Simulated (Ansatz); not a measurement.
**What a change of settings does to a run on V**

The geometry is COD entry 1534881, unchecked; take it as a test cell. The listed cell was then made from it by scaling, straining or moving an atom.

First run: DFT, PBE, PAW with Ansatz's default frozen-core files, scalar-relativistic (Ansatz 0.2.0).

Command: `ansatz run input.yaml --threads 1 --pin off --max-ram 3072MiB --backend cpu --events-out ev --progress --plain --runs-dir out` The run took about 13 s on 1 thread of a shared machine.

```yaml
crystal:
  lattice:
    - [0.0, 1.9442426514, 1.9442426514]
    - [1.9442426514, 0.0, 1.9442426514]
    - [1.9442426514, 1.9442426514, 0.0]
  atoms:
    - { symbol: V, position: [0.0, 0.0, 0.0], spin: 1.5 }
magnetization:
  spin_polarized: true
kpoints:
  mp_grid: { grid: [15, 15, 15] }
scf:
  occupations: { method: fermi_dirac, width: 0.05 }
hamiltonian:
  xc: pbe
  pseudopotentials: { kind: paw }
output:
  forces: true
  stress: true
  efg: { contact_densities: true }
relax:
  f_tol: 0.005
  max_steps: 80
  cell: {}
```

Result: converged; relaxed volume 13.897 Å³/atom; moment 0.00 μB; 47 SCF iterations in all.

The input is then changed:

```diff
@@ -11,5 +11,5 @@
   mp_grid: { grid: [15, 15, 15] }
 scf:
-  occupations: { method: fermi_dirac, width: 0.05 }
+  occupations: { method: cold, width: 0.05 }
 hamiltonian:
   xc: pbe
```

(1) Predict the outcome of the changed run.

Results:

(1) It converged; energy at zero smearing 0.0 meV/atom from the first run; relaxed volume 13.891 Å³/atom; moment 0.00 μB; 42 SCF iterations in all.
